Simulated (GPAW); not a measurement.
The system is Ta.

```
Ta
1.0
    -1.65128    1.65128    1.65128
     1.65128   -1.65128    1.65128
     1.65128    1.65128   -1.65128
Ta
1
Direct
  0.00000 0.00000 0.00000
```

| Property | Result |
| --- | --- |
| Program | GPAW 26.7.0 |
| Task | relaxation of cell and atoms |
| Functional | PBEsol |
| Dispersion | D3(BJ) |
| Potentials or basis | PAW data sets generated in the run's folder for this functional |
| Cutoff | 600 eV |
| Basis | pw |
| k mesh | 11 × 11 × 11 |
| Occupations | fermi-dirac, width 0.05 eV |
| Spin | no spin polarisation |

At the start: pressure -10.5 GPa; volume 18.01 Å³/atom.

Q: Where does the relaxation end?

A: Over 3 steps the energy falls by 32.1 meV/atom and the volume is 17.10 Å³/atom (-5.0 %); space group Im-3m (No. 229, to 0.05 Å).

Step by step:
| step | energy change (eV) | largest force (eV/Å) | pressure (GPa) | volume (Å³) |
| --- | --- | --- | --- | --- |
| 1 | 0.0000 | 0.0000 | -10.52 | 18.01 |
| 2 | -0.0321 | 0.0000 | -0.19 | 17.12 |
| 3 | -0.0321 | 0.0000 | 0.01 | 17.10 |

Final structure:
```
CELL_PARAMETERS angstrom
-1.62312 1.62312 1.62312
1.62312 -1.62312 1.62312
1.62312 1.62312 -1.62312
ATOMIC_POSITIONS crystal
Ta 0.00000 0.00000 0.00000
```

Caveat: later steps reuse the first step's grids; pairwise dispersion overbinds metals, which lowers pressure and volume.
